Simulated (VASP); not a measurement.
Crystal: HgSe.

```
Hg Se
1.0
     0.00000    3.03900    3.03900
     3.03900    0.00000    3.03900
     3.03900    3.03900    0.00000
Hg Se
1 1
Direct
  0.00000 0.00000 0.00000
  0.25000 0.25000 0.25000
```

```yaml
Program: VASP 6.6.1
Task: relaxation of cell and atoms
Functional: PBE
Potentials_or_basis: VASP PAW PBE potentials, release 64 (Hg, Se)
Cutoff: 600 eV
k_mesh: 12 × 12 × 12
Occupations: gaussian, width 0.1 eV
Spin: no spin polarisation
```

At the start: pressure 5.1 GPa; volume 28.07 Å³/atom.

Q: Where does the relaxation end?

A: Over 3 steps the energy falls by 39.2 meV/atom and the volume is 30.79 Å³/atom (+9.7 %); space group F-43m (No. 216, to 0.05 Å).

The path:
```
step  energy change (eV)  largest force (eV/Å)  pressure (GPa)  volume (Å³)
   1              0.0000                0.0000            5.05        56.13
   2             -0.0702                0.0000           -1.26        63.64
   3             -0.0785                0.0000            0.02        61.58
```

Final structure:
```xyz
2
Lattice="0.0000 3.1344 3.1344 3.1344 0.0000 3.1344 3.1344 3.1344 0.0000" Properties=species:S:1:pos:R:3 pbc="T T T"
Hg    0.0000    0.0000    0.0000
Se    1.5672    1.5672    1.5672
```
